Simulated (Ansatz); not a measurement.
A run of Ansatz 0.2.0:

File input.yaml:

```yaml
crystal:
  lattice:
    - [0.0, 2.325, 2.325]
    - [2.325, 0.0, 2.325]
    - [2.325, 2.325, 0.0]
  atoms:
    - { symbol: Hf, position: [0.5, 0.5, 0.5] }
    - { symbol: C, position: [0.0, 0.0, 0.0] }
hamiltonian:
  xc: pbe
  pseudopotentials: { kind: paw }
kpoints:
  mp_grid: { grid: [10, 10, 10] }
  band_path:
    path:
      - [[0.0, 0.0, 0.0], [0.5, 0.0, 0.5], [0.5, 0.25, 0.75], [0.375, 0.375, 0.75], [0.0, 0.0, 0.0], [0.5, 0.5, 0.5], [0.625, 0.25, 0.625], [0.5, 0.25, 0.75], [0.5, 0.5, 0.5], [0.375, 0.375, 0.75]]
      - [[0.625, 0.25, 0.625], [0.5, 0.0, 0.5]]
    npoints: 14
scf:
  occupations: { method: fermi_dirac, width: 0.05 }
  n_extra_bands: 6
output:
  forces: true
  stress: true
  eigenvalues: true
  fatbands: true
  write_density: true
  write_potential: true
  elf: true
  volumetric_format: npy
```

Potentials or basis: Ansatz PAW.

The run is started by

```console
$ ansatz run input.yaml --threads 2 --pin off --max-ram 5632MiB --backend cpu --events-out ev --progress --plain --runs-dir out
```

Hardware: 2 threads of Arm Neoverse V1 (shared host).

Problem. Estimate the wall time of this run.

Solution. Run time: 2.6 s on 2 threads of Arm Neoverse V1, on a shared host, peak memory 0.33 GiB. Counts: scf iterations 6, plane waves 531, k points 47, bands 21.
